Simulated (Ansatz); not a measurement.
# P: the cost of one run

Computed with Ansatz 0.2.0 (DFT PBE, scalar-relativistic, plane waves, PAW, unless a step's input says otherwise).

The runs add the D3(BJ) dispersion term to the functional named.

**1. The system as given**

Symmetry: Cmce, No. 64, orthorhombic system. The conventional cell has a = 3.322 Å, b = 10.197 Å, c = 4.164 Å, α = 90.00°, β = 90.00°, γ = 90.00°. P (site symmetry m) is surrounded by 3 P at 2.23 to 2.25 Å.

Coordinates:

```
CELL_PARAMETERS angstrom
1.66118 -5.09856 0.00000
1.66118 5.09856 0.00000
0.00000 0.00000 4.16351
ATOMIC_POSITIONS crystal
P 0.89362 0.10638 0.07184
P 0.60638 0.39362 0.57184
P 0.10638 0.89362 0.92816
P 0.39362 0.60638 0.42816
```

This cell comes from an earlier session at PBE: 17.632 Å³/atom at -0.01 GPa, on a 12×12×10 mesh.

**2. Volume × 0.96**

Input file input.yaml:

```yaml
crystal:
  lattice:
    - [1.6387247142, -5.0296552022, 0.0]
    - [1.6387247142, 5.0296552022, 0.0]
    - [0.0, 0.0, 4.1072356196]
  atoms:
    - { symbol: P, position: [0.8936157855, 0.1063842145, 0.0718370132] }
    - { symbol: P, position: [0.6063842145, 0.3936157855, 0.5718370132] }
    - { symbol: P, position: [0.1063842145, 0.8936157855, 0.9281629868] }
    - { symbol: P, position: [0.3936157855, 0.6063842145, 0.4281629868] }
basis:
  ecutwfc: 420
  ecutrho_ratio: 4
kpoints:
  mp_grid: { grid: [12, 12, 10] }
hamiltonian:
  xc: pbe
  dispersion: d3bj
scf:
  occupations: { method: gaussian, width: 0.05 }
output:
  forces: true
  stress: true
  eigenvalues: true
relax:
  f_tol: 0.01
  max_steps: 40
  cell: { stress_tol: 0.1, fix: [volume] }
```

Launch:

```console
$ ansatz run input.yaml --threads 2 --pin off --max-ram 5120MiB --backend cpu --events-out ev --progress --plain --runs-dir out
```

**Question.** How long does this run take on 2 threads of Arm Neoverse V1, shared host, and how much memory does it need?

About 48 s, with a peak of 0.52 GiB.
